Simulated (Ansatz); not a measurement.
**Mo (Im-3m), tetragonal deformation path**

Computed with DFT r2SCAN, scalar-relativistic, plane waves, PAW in Ansatz 0.2.0. The runs took a 500 eV cutoff, a Γ-centred 24×24×24 mesh and Gaussian smearing (0.15 eV). No spin polarisation. Energies are free energies at this smearing, counted from the undisturbed cell; pressure is positive in compression.

The undisturbed cell (as given, not relaxed at this level; it stands at 2.3 GPa):

```
CELL_PARAMETERS angstrom
-1.57100 1.57100 1.57100
1.57100 -1.57100 1.57100
1.57100 1.57100 -1.57100
ATOMIC_POSITIONS crystal
Mo 0.00000 0.00000 0.00000
```

At fixed volume and fractional coordinates, lengths along (0.000, 0.000, 1.000) are scaled against those across it; ρ is that ratio over its starting value. The cell is metallic on the mesh throughout. At ρ = 1.414 the cell becomes cubic (Fm-3m), and there the slope of the energy vanishes by symmetry.

```tsv
ρ	ΔE (meV/atom)	pressure (GPa)
0.650	922.4	23.7
0.707	634.4	15.8
0.780	?	?
0.850	258.1	5.4
0.920	?	?
0.960	17.9	2.6
1.000	0.0	2.3
1.050	?	?
1.100	91.6	3.5
1.200	280.1	5.5
1.300	427.2	6.1
1.414	?	?
1.500	463.0	6.0
```

(1) Give the withheld values.

Answers

(1) ΔE (meV/atom) at ρ = 0.780: 438.9; pressure (GPa) at ρ = 0.780: 9.1; ΔE (meV/atom) at ρ = 0.920: 75.4; pressure (GPa) at ρ = 0.920: 3.3; ΔE (meV/atom) at ρ = 1.050: 24.9; pressure (GPa) at ρ = 1.050: 2.7; ΔE (meV/atom) at ρ = 1.414: 486.0; pressure (GPa) at ρ = 1.414: 5.8.